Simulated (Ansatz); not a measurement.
# Na (simple hexagonal type): how the settings move a single-point run

Aim: see which settings change the result for Na (simple hexagonal type), by how much, and at what cost.

Computed with Ansatz 0.2.0 (reference: DFT, PBE, PAW with Ansatz's default frozen-core files, scalar-relativistic, unless a step's input says otherwise).

1 further run of the same task is left out (it didn't finish).

### 1 The structure to begin with

The structure is hexagonal, space group P6/mmm (No. 191). Conventional cell: a = 3.615 Å, b = 3.615 Å, c = 3.398 Å, α = 90.00°, β = 90.00°, γ = 120.00°. Na (site symmetry 6/mmm) is surrounded by 8 Na at 3.40 to 3.61 Å.

As a file:

```
CELL_PARAMETERS angstrom
3.61466 0.00000 0.00000
-1.80733 3.13038 0.00000
0.00000 0.00000 3.39778
ATOMIC_POSITIONS crystal
Na 0.00000 0.00000 0.00000
```

### 2 Baseline

Contents of input.yaml:

```yaml
crystal:
  lattice:
    - [3.6146556995, 0.0, 0.0]
    - [-1.8073278498, 3.1303836617, 0.0]
    - [0.0, 0.0, 3.3977763575]
  atoms:
    - { symbol: Na, position: [0.0, 0.0, 0.0] }
kpoints:
  mp_grid: { grid: [13, 13, 12] }
scf:
  occupations: { method: fermi_dirac, width: 0.08 }
hamiltonian:
  xc: pbe
  pseudopotentials: { kind: paw, partial_waves: polarizable }
output:
  forces: true
  stress: true
  eigenvalues: true
```

Run with:

```sh
> ansatz run input.yaml --threads 1 --pin off --max-ram 2048MiB --backend cpu --events-out ev --progress --plain --runs-dir out
```

### 3 Changing settings: mp_grid.grid [16, 16, 15], ecutrho_ratio 12, spin_polarized true

input.yaml, as its differences from that of step 2:

```diff
@@ -8,3 +8,3 @@
 kpoints:
-  mp_grid: { grid: [13, 13, 12] }
+  mp_grid: { grid: [16, 16, 15] }
 scf:
@@ -18 +18,5 @@
   eigenvalues: true
+basis:
+  ecutrho_ratio: 12
+magnetization:
+  spin_polarized: true
```

What does the calculation give? Wanted: for each run, ending; energy change; pressure; gap; force.

As calculated:

```tsv
run	ending	energy change	pressure (GPa)	gap (eV)	force (eV/Å)	cycles	time
reference	converged	0	0.0	0.00	0.00	6	4.1 s
1: mp_grid.grid [16, 16, 15], ecutrho_ratio 12, spin_polarized true	converged	+0.8 meV/atom	0.0	0.00	0.00	7	9.6 s
```

Residual by cycle in the longest SCF loop of each run; runs are numbered as in the table. The quantity is the density residual dr2, in eV.

```tsv
cycle	reference	run 1
1	2.7e-5	0.0155
2	8.5e-6	0.0128
3	9.0e-7	0.00902
4	1.5e-7	6.2e-4
5	1.6e-8	2.5e-6
6	6.2e-12	1.3e-7
7	-	2.4e-8
```

Changing the k-point mesh, numerical grids and spin polarisation moves the energy by +0.8 meV/atom. Cost: 7 SCF cycles against 6, 9.6 s against 4.1 s.
